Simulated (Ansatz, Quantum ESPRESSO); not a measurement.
# AlAs (F-43m): Raman and infrared activity, part 2 of 3

Wanted: vibrational spectra of AlAs (F-43m) from linear and non-linear response.

Quantum ESPRESSO 8.0 development, patched; DFT LDA, scalar-relativistic, plane waves, PseudoDojo norm-conserving pseudopotentials.

So far. Step 2 (A probe with smearing): A gap of 1.3 eV opens on this mesh, so the crystal is taken as an insulator; the start stands at -1.5 GPa. Step 4 (Ground state): The cell stands at -0.12 GPa, close enough for phonons. The relaxed cell has a = 5.624 Å (conventional setting).

### 5. Linear response at Γ

At q = 0 one unit cell holds all displacements; symmetry groups them into irreducible representations that are solved one by one. The response to a field gives ε∞ and the Born charges, which polar modes need. Third-order response adds the Raman tensors.

Input file ph.in:

```
phonons
 &inputph
    prefix='x',
    outdir='./tmp',
    fildyn='g.dyn',
    tr2_ph=1.0d-18,
    epsil=.true.,
    lraman=.true.,
    elop=.true.,
 /
0.000000000000 0.000000000000 0.000000000000
```

The run is started by

```
OMP_NUM_THREADS=1 mpirun -n 4 ph.x -nk 4 -in ph.in > ph.out
```

What it wrote:

```text
[banners, grids, parts of the stress and lines that vanish by symmetry left out]
[banner, memory and clock lines left out]
Program PHONON v.8.0dev

     Dynamical matrices for q-points given in input
     (   1q-points):
       N         xq(1)         xq(2)         xq(3)
       1   0.000000000   0.000000000   0.000000000

     ./tmp/x.save/

     IMPORTANT: XC functional enforced from input :
     Exchange-correlation= PW
                           (   1   4   0   0   0   0   0)
     Any further DFT definition will be discarded
     Please, verify this is what you really want

     G-vector sticks info

     Reading collected, re-writing distributed wavefunctions in ./tmp/

     Number and degeneracy of irreps per q-point
       N         xq(1)         xq(2)         xq(3)   N irreps
       1   0.000000000   0.000000000   0.000000000       2
        3   3

     Calculation of q =    0.0000000   0.0000000   0.0000000

     phonons

     bravais-lattice index     =            0
     lattice parameter (alat)  =       7.5151  a.u.
     unit-cell volume          =     300.1178 (a.u.)^3
     number of atoms/cell      =            2
     number of atomic types    =            2
     kinetic-energy cut-off    =      80.0000  Ry
     charge density cut-off    =     320.0000  Ry
     convergence threshold     =      1.0E-18
     beta                      =       0.7000
     number of iterations used =            4
     Exchange-correlation= PW
                           (   1   4   0   0   0   0   0)

     celldm(1)=    7.51511  celldm(2)=    0.00000  celldm(3)=    0.00000
     celldm(4)=    0.00000  celldm(5)=    0.00000  celldm(6)=    0.00000

     crystal axes: (cart. coord. in units of alat)
               a(1) = ( -0.7071  0.0000  0.7071 )
               a(2) = (  0.0000  0.7071  0.7071 )
               a(3) = ( -0.7071  0.7071  0.0000 )

     reciprocal axes: (cart. coord. in units 2 pi/alat)
               b(1) = ( -0.7071 -0.7071  0.7071 )
               b(2) = (  0.7071  0.7071  0.7071 )
               b(3) = ( -0.7071  0.7071 -0.7071 )

     Atoms inside the unit cell:

     Cartesian axes

     site n.  atom      mass           positions (alat units)
        1  Al     26.9815   tau(    1) = (    0.00000    0.00000    0.00000  )
        2  As     74.9216   tau(    2) = (   -0.35355    0.35355    0.35355  )

     Computing dynamical matrix for
                    q = (   0.0000000   0.0000000   0.0000000 )

     25 Sym.Ops. (with q -> -q+G )

     G cutoff =  457.7848  (  29003 G-vectors)     FFT grid: ( 45, 45, 45)
     number of k points=    29
                       cart. coord. in units 2pi/alat
        k(    1) = (   0.0000000   0.0000000   0.0000000), wk =   0.0039062
        k(    2) = (  -0.0883883   0.0883883  -0.0883883), wk =   0.0312500
        k(    3) = (  -0.1767767   0.1767767  -0.1767767), wk =   0.0312500
        [... further k-points left out ...]

     PseudoPot. # 1 for Al read from file:
     ./pseudo/Al.upf
     Pseudo is Norm-conserving + core correction, Zval =  3.0

     PseudoPot. # 2 for As read from file:
     ./pseudo/As.upf
     Pseudo is Norm-conserving + core correction, Zval = 15.0

     Mode symmetry, T_d (-43m)  point group:

     Electric field:
     Dielectric constant
     Born effective charges as d Force / d E
     Raman tensor
     Electro-optic tensor

     Atomic displacements:
     There are    2 irreducible representations

     Representation     1      3 modes -  To be done

     Representation     2      3 modes -  To be done

     Alpha used in Ewald sum =   2.8000

     Electric Fields Calculation

     The passes end when |ddv_scf|^2 is under  6.1E-20 (on this mesh; tr2_ph alone asks  1.0E-18)

      iter #   1   av.it.:   8.2
      thresh= 1.000E-02 alpha_mix =  0.700 |ddv_scf|^2 =  2.033E-07

      [... iterations left out ...]
      iter #   8   av.it.:  15.5
      thresh= 1.874E-10 alpha_mix =  0.700 |ddv_scf|^2 =  4.422E-20

     End of electric fields calculation

          Dielectric constant in cartesian axis

          (       9.946334630       0.000000000       0.000000000 )
          (       0.000000000       9.946334630       0.000000000 )
          (       0.000000000       0.000000000       9.946334630 )

          Effective charges (d Force / dE) in cartesian axis without acoustic sum rule applied (asr)

           atom    1  Al    Mean Z*:        2.11482
      Ex  (        2.11482        0.00000        0.00000 )
      Ey  (        0.00000        2.11482       -0.00000 )
      Ez  (        0.00000       -0.00000        2.11482 )
           atom    2  As    Mean Z*:       -2.19853
      Ex  (       -2.19853        0.00000        0.00000 )
      Ey  (        0.00000       -2.19853       -0.00000 )
      Ez  (        0.00000       -0.00000       -2.19853 )

          Effective charges Sum: Mean:       -0.08371
             -0.08371        0.00000        0.00000
              0.00000       -0.08371       -0.00000
              0.00000       -0.00000       -0.08371

          Effective charges (d Force / dE) in cartesian axis with asr applied:
           atom    1  Al    Mean Z*:        2.15667
      E*x (        2.15667       -0.00000       -0.00000 )
      E*y (       -0.00000        2.15667        0.00000 )
      E*z (       -0.00000       -0.00000        2.15667 )
           atom    2  As    Mean Z*:       -2.15667
      E*x (       -2.15667        0.00000        0.00000 )
      E*y (        0.00000       -2.15667       -0.00000 )
      E*z (        0.00000        0.00000       -2.15667 )

     Calling punch_plot_e
     Writing on file  drho

     Computing Pc [DH,Drho] |psi>

     Derivative coefficient:  0.001000    Threshold: 1.00E-12
     Message from routine dhdrhopsi:
     some bands at k + dk did not converge to eth_ns: the Raman tensors may be inaccurate, compare with a run at another eth_ns or dek
     Non-scf  u_k: avg # of iterations = 17.0
     Non-scf Du_k: avg # of iterations = 36.0

          Dielectric constant from finite-differences

          (       9.945808883      -0.000000000      -0.000000000 )
          (      -0.000000000       9.945808883       0.000000000 )
          (      -0.000000000       0.000000000       9.945808883 )

              Electro-optic tensor is defined as
            the derivative of the dielectric tensor
              with respect to one electric field
                 units are Rydberg a.u.

            to obtain the static chi^2 multiply by 1/2

            to convert to pm/Volt multiply per 2.7502

          Electro-optic tensor in cartesian axis:

          (       0.000000000      -0.000000000       0.000000000 )
          (      -0.000000000      -0.000000000     -57.448754092 )
          (       0.000000000     -57.448754092       0.000000000 )

          (       0.000000000      -0.000000000     -57.448754092 )
          (      -0.000000000      -0.000000000       0.000000000 )
          (     -57.448754092       0.000000000      -0.000000000 )

          (       0.000000000     -57.448754092       0.000000000 )
          (     -57.448754092      -0.000000000      -0.000000000 )
          (       0.000000000       0.000000000       0.000000000 )

          Electro-optic tensor: contribution #   1

          (      -0.000000000      -0.000000000      -0.000000000 )
          (      -0.000000000      -0.000000000     -57.257659731 )
          (      -0.000000000     -57.257659731       0.000000000 )

          (      -0.000000000      -0.000000000     -57.257659731 )
          (      -0.000000000      -0.000000000       0.000000000 )
          (     -57.257659731       0.000000000      -0.000000000 )

          (      -0.000000000     -57.257659731      -0.000000000 )
          (     -57.257659731       0.000000000      -0.000000000 )
          (      -0.000000000      -0.000000000      -0.000000000 )

          Electro-optic tensor: contribution #   2

          (       0.000000000       0.000000000      -0.000000000 )
          (       0.000000000       0.000000000      -0.191094361 )
          (       0.000000000      -0.191094361      -0.000000000 )

          (       0.000000000      -0.000000000      -0.191094361 )
          (       0.000000000      -0.000000000       0.000000000 )
          (      -0.191094361      -0.000000000      -0.000000000 )

          (      -0.000000000      -0.191094361       0.000000000 )
          (      -0.191094361       0.000000000       0.000000000 )
          (      -0.000000000      -0.000000000       0.000000000 )

     Computing Second order response

      iter #   1   av.it.:  12.8
      thresh= 1.000E-02 alpha_mix =  0.700 |ddv_scf|^2 =  2.070E-06

      [... iterations left out ...]
      iter #  11   av.it.:  16.7
      thresh= 2.052E-11 alpha_mix =  0.700 |ddv_scf|^2 =  3.936E-21

          Raman tensor (au^-1) in cartesian axis

           atom      1
          (       0.000000000       0.000000000       0.000000000 )
          (       0.000000000       0.000000000       1.291097400 )
          (       0.000000000       1.291097400       0.000000000 )

          (       0.000000000       0.000000000       1.291097400 )
          (       0.000000000       0.000000000       0.000000000 )
          (       1.291097400       0.000000000      -0.000000000 )

          (       0.000000000       1.291097400       0.000000000 )
          (       1.291097400      -0.000000000      -0.000000000 )
          (       0.000000000      -0.000000000       0.000000000 )

           atom      2
          (       0.000000000      -0.000000000      -0.000000000 )
          (      -0.000000000       0.000000000      -1.295997034 )
          (       0.000000000      -1.295997034       0.000000000 )

          (       0.000000000       0.000000000      -1.295997034 )
          (       0.000000000       0.000000000      -0.000000000 )
          (      -1.295997034       0.000000000       0.000000000 )

          (       0.000000000      -1.295997034      -0.000000000 )
          (      -1.295997034      -0.000000000      -0.000000000 )
          (      -0.000000000      -0.000000000      -0.000000000 )

     Raman tensor (A^2)

     atom #    1    pol.  1
      0.506186079173E-14      0.570433757067E-14      0.172062681719E-14
      0.310560003492E-14      0.172062681719E-14      0.863461845714E+01
      0.209187503658E-14      0.863461845714E+01      0.134937859780E-14
     atom #    1    pol.  2
      0.148129895139E-15      0.594366543646E-15      0.863461845714E+01
      0.282185586000E-14      0.890626333925E-15      0.282185586000E-14
[...]
atom #    1    pol.  3
[...]
atom #    2    pol.  1
[...]
atom #    2    pol.  2
[...]
atom #    2    pol.  3
[...]
-0.286106552343E-14     -0.108920231708E-15     -0.286106552343E-14

     Representation #   1 modes #   1   2   3

     Self-consistent Calculation

     The passes end when |ddv_scf|^2 is under  6.1E-20 (on this mesh; tr2_ph alone asks  1.0E-18)

      iter #   1   av.it.:  10.9
      thresh= 1.000E-02 alpha_mix =  0.700 |ddv_scf|^2 =  4.339E-06

      [... iterations left out ...]
      iter #   9   av.it.:  15.3
      thresh= 9.924E-11 alpha_mix =  0.700 |ddv_scf|^2 =  1.642E-20

     End of self-consistent calculation

     Convergence has been achieved

     Representation #   2 modes #   4   5   6

     Self-consistent Calculation

     The passes end when |ddv_scf|^2 is under  6.1E-20 (on this mesh; tr2_ph alone asks  1.0E-18)

      iter #   1   av.it.:   5.1
      thresh= 1.000E-02 alpha_mix =  0.700 |ddv_scf|^2 =  1.698E-09

      [... iterations left out ...]
      iter #   8   av.it.:  14.9
      thresh= 7.683E-11 alpha_mix =  0.700 |ddv_scf|^2 =  5.621E-21

     End of self-consistent calculation

     Convergence has been achieved

     Number of q in the star =    1
     List of q in the star:
          1   0.000000000   0.000000000   0.000000000

          Dielectric constant in cartesian axis

          (       9.946334630       0.000000000       0.000000000 )
          (       0.000000000       9.946334630       0.000000000 )
          (       0.000000000       0.000000000       9.946334630 )

          Effective charges (d Force / dE) in cartesian axis without acoustic sum rule applied (asr)

           atom    1  Al    Mean Z*:        2.11482
      Ex  (        2.11482        0.00000        0.00000 )
      Ey  (        0.00000        2.11482       -0.00000 )
      Ez  (        0.00000       -0.00000        2.11482 )
           atom    2  As    Mean Z*:       -2.19853
      Ex  (       -2.19853        0.00000        0.00000 )
      Ey  (        0.00000       -2.19853       -0.00000 )
      Ez  (        0.00000       -0.00000       -2.19853 )

          Effective charges Sum: Mean:       -0.08371
             -0.08371        0.00000        0.00000
              0.00000       -0.08371       -0.00000
              0.00000       -0.00000       -0.08371

          Effective charges (d Force / dE) in cartesian axis with asr applied:
           atom    1  Al    Mean Z*:        2.15667
      E*x (        2.15667       -0.00000       -0.00000 )
      E*y (       -0.00000        2.15667        0.00000 )
      E*z (       -0.00000       -0.00000        2.15667 )
           atom    2  As    Mean Z*:       -2.15667
      E*x (       -2.15667        0.00000        0.00000 )
      E*y (        0.00000       -2.15667       -0.00000 )
      E*z (        0.00000        0.00000       -2.15667 )

     Diagonalizing the dynamical matrix

     q = (    0.000000000   0.000000000   0.000000000 )

 **************************************************************************
     freq (    1) =      -0.071772 [THz] =      -2.394063 [cm-1]
     freq (    2) =      -0.071772 [THz] =      -2.394063 [cm-1]
     freq (    3) =      -0.071772 [THz] =      -2.394063 [cm-1]
     freq (    4) =      10.761242 [THz] =     358.956382 [cm-1]
     freq (    5) =      10.761242 [THz] =     358.956382 [cm-1]
     freq (    6) =      10.761242 [THz] =     358.956382 [cm-1]
 **************************************************************************

     Mode symmetry, T_d (-43m)  point group:

     freq (   1-   3) =         -2.4  [cm-1]   --> T_2  G_15 P_4   I+R
     freq (   4-   6) =        359.0  [cm-1]   --> T_2  G_15 P_4   I+R
```

Wall time 10 min (4 MPI ranks of Arm Neoverse V1, shared host).

This step gave:

| Quantity | Value |
| --- | --- |
| miss of the charge sum rule | 0.08371 e |
| largest acoustic frequency at the zone centre before the sum rule | -2.39 cm⁻¹ |
| highest optical zone-centre mode (no LO-TO term) | 359.0 cm⁻¹ |
| lowest optical zone-centre mode | 359.0 cm⁻¹ |
| mean high-frequency dielectric constant | 9.946 |
| largest Born charge in size (third of the trace) | 2.199 e |

Born charge (rows field, columns displacement), before the sum rule (e), principal values of the symmetric part by kind of site:

```
atom  atoms with these values    low  middle   high   mean
 Al1                        1   2.11    2.11   2.11   2.11
 As2                        1  -2.20   -2.20  -2.20  -2.20
```

In full for As2:

```
-2.20  0.00  0.00
 0.00 -2.20  0.00
 0.00  0.00 -2.20
```

High-frequency dielectric tensor:

```
9.95 0.00 0.00
0.00 9.95 0.00
0.00 0.00 9.95
```

The acoustic modes at Γ come out as far as 2.4 cm⁻¹ from zero, where they should vanish, a small numerical error; the Born charges miss their sum rule by 0.084 e, too much: mesh or cutoff is short for the field response.

### 6. Zone-centre analysis

A rigid shift of the crystal must cost nothing, but grids and finite bases break this; the acoustic sum rule is imposed before the matrix is diagonalised again. With Born charges the intensities follow, and the static dielectric tensor.

Input file dynmat.in:

```
 &input
    fildyn='g.dyn',
    asr='simple',
    fileig='dynmat.eig',
    lperm=.true.,
 /
```

The run is started by

```
dynmat.x -in dynmat.in > dynmat.out
```

What it wrote:

```text
[banner, memory and clock lines left out]
Program DYNMAT v.8.0dev

     Reading Dynamical Matrix from file g.dyn
     ...Force constants read
     ...epsilon and Z* read
     ...Raman cross sections read
     A direction for q was not specified:TO-LO splitting will be absent

     Polarizability (A^3 units)
     multiply by 0.251123 for Clausius-Mossotti correction (not under assume_isolated = 'mt')
        31.661422    0.000000    0.000000
         0.000000   31.661422    0.000000
         0.000000    0.000000   31.661422

     IR activities are in (D/A)^2/amu units
     Raman activities are in A^4/amu units
     multiply Raman by 0.003977 for Clausius-Mossotti correction (not under assume_isolated = 'mt')

# mode   [cm-1]    [THz]      IR          Raman   depol.fact
    1     -0.00   -0.0000    0.0000         0.0002    0.7500
    2      0.00    0.0000    0.0000         0.0002    0.7500
    3      0.00    0.0000    0.0000         0.0002    0.7500
    4    358.96   10.7613    5.4094        79.0846    0.7500
    5    358.96   10.7613    5.4094        79.0846    0.7500
    6    358.96   10.7613    5.4094        79.0846    0.7500

Electronic dielectric permittivity tensor (relative, adimensional)
         9.946335    0.000000    0.000000
         0.000000    9.946335    0.000000
         0.000000    0.000000    9.946335

 ... with zone-center polar mode contributions
        11.959686   -0.000000    0.000000
        -0.000000   11.959686    0.000000
         0.000000    0.000000   11.959686
```

Elapsed: 0.46 s, on 1 thread.

This step gave:

* mean static dielectric constant: 11.96

Unit eigenvectors of the mass-weighted matrix after the sum rule; no LO-TO term. The modes at Γ (shares of kinetic energy by element, %):

```
mode  frequency (cm⁻¹)  symmetry  Al %  As %
   1               0.0  acoustic    26    74
   2               0.0  acoustic    26    74
   3               0.0  acoustic    26    74
   4             359.0        T2    74    26
   5             359.0        T2    74    26
   6             359.0        T2    74    26
```

Displacements in mode 5 (359.0 cm⁻¹), the largest set to 1:
```
Al1  0.00  1.00  0.00
As2  0.00 -0.36  0.00
```

Degenerate modes summed, no LO-TO term. Lines of the infrared spectrum (strongest = 100):

```
position (cm⁻¹)  lines merged  label  IR intensity, relative
            359             3     T2                     100
```

Degenerate modes summed. Raman lines, with heights relative to the strongest:

```
position (cm⁻¹)  lines merged  label  Raman activity, relative
            359             3     T2                       100
```

Static dielectric tensor (ions relaxed, fixed cell):

```
11.96  0.00  0.00
 0.00 11.96  0.00
 0.00  0.00 11.96
```

The rule moves no optical mode by more than 0.1 cm⁻¹.

### 7. Sum rules set otherwise: a sum rule for molecules or wires on a crystal

This rule also removes rotations, which suits wires and not a crystal; it is tried to see the harm.

Input file dynmat.in:

```
 &input
    fildyn='g.dyn',
    asr='one-dim',
    fileig='dynmat.eig',
    lperm=.true.,
 /
```

The run is started by

```
dynmat.x -in dynmat.in > dynmat.out
```

What it wrote:

```text
[banner, memory and clock lines left out]
Program DYNMAT v.8.0dev

     Reading Dynamical Matrix from file g.dyn
     ...Force constants read
     ...epsilon and Z* read
     ...Raman cross sections read
asr rotation axis in 1D system=    3
     Acoustic Sum Rule: || Z*(ASR) - Z*(orig)|| =    1.025210E-01
     Acoustic Sum Rule: ||dyn(ASR) - dyn(orig)||=    3.869028E-01
     Message from routine dynmat:
     WARNING: the charges keep any dipole. Ignore the strengths of the modes set to zero; with q typed a rigid rotation may get a frequency
     A direction for q was not specified:TO-LO splitting will be absent

     Polarizability (A^3 units)
     multiply by 0.251123 for Clausius-Mossotti correction (not under assume_isolated = 'mt')
        31.661422    0.000000    0.000000
         0.000000   31.661422    0.000000
         0.000000    0.000000   31.661422

     IR activities are in (D/A)^2/amu units
     Raman activities are in A^4/amu units
     multiply Raman by 0.003977 for Clausius-Mossotti correction (not under assume_isolated = 'mt')

# mode   [cm-1]    [THz]      IR          Raman   depol.fact
    1     -0.00   -0.0000    0.9416        13.6669    0.7500
    2     -0.00   -0.0000    0.0000         0.0002    0.7500
    3      0.00    0.0000    0.3476         5.0790    0.7500
    4      0.00    0.0000    4.1203        60.3392    0.7500
    5    358.95   10.7610    5.4094        79.0846    0.7500
    6    358.95   10.7610    5.4094        79.0846    0.7500

Electronic dielectric permittivity tensor (relative, adimensional)
         9.946335    0.000000    0.000000
         0.000000    9.946335    0.000000
         0.000000    0.000000    9.946335

 ... with zone-center polar mode contributions
        10.953068   -1.006733    0.000000
        -1.006733   10.953068    0.000000
         0.000000    0.000000   11.959801
```

Run time: 0.45 s. Hardware: 1 thread.

The program raised no error, yet the settings are not those of a careful run.

The fault: a sum rule for molecules or wires on a crystal; 1 optical mode is projected out to zero frequency, as if it were a rotation, and the static dielectric tensor is spoilt.

For a crystal the rule has to be 'simple' or 'crystal'.

Zone-centre frequencies as printed; negative means imaginary. Modes:

```
mode  frequency (cm⁻¹)
   1                 0
   2                 0
   3                 0
   4                 0
   5             358.9
   6             358.9
```

(Part 2 of 3 ends here.)

[Host names and launcher messages were left out of these logs when they were recorded.]

[Logs are printed without paths, hosts, clocks, repeated set-up lines and the standing remarks that a program may print on its own settings, such as how far it seeks lower states.]

[Hosts, paths, dates, database ids (printed as entryN), source tags and the programs' standing remarks are cut or masked in the printed files.]
